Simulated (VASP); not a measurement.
Hg, 2 atoms in the cell. The structure is cubic, space group Fd-3m (No. 227). The conventional cell has a = 7.661 Å, b = 7.661 Å, c = 7.661 Å, α = 90.00°, β = 90.00°, γ = 90.00°. Hg (site symmetry -43m) has 4 Hg at 3.32 Å as nearest neighbours. The cell was built by a generator and needn't be a form met in nature.

| Property | Result |
| --- | --- |
| Program | VASP 6.6.1 |
| Task | single point |
| Functional | PBE |
| Potentials or basis | VASP PAW PBE potentials, release 64 (Hg) |
| Cutoff | 520 eV |
| k mesh | 8 × 8 × 8 |
| Occupations | gaussian, width 0.02 eV |
| Spin | no spin polarisation |
| Dipole correction | no |
| Further INCAR settings | ALGO = Normal; EDIFF = 1e-06; NBANDS = 19 |

Potentials or basis: VASP PAW PBE potentials, release 64 (Hg).

Run with:

```console
$ cat potpaw_PBE.64/Hg/POTCAR > POTCAR
$ mpirun -np 1 vasp_std > vasp.out
```

Hardware: 1 thread of Intel(R) Xeon(R) Platinum 8259CL CPU @ 2.50GHz (Skylake/Cascade Lake), with other jobs on the host.

How long does it take, and how much memory?

Wall time 41 s on 1 thread of Intel(R) Xeon(R) Platinum 8259CL CPU @ 2.50GHz (Skylake/Cascade Lake), with other jobs on the host, peak memory 0.25 GiB. Counts: scf iterations 11, k points 29.
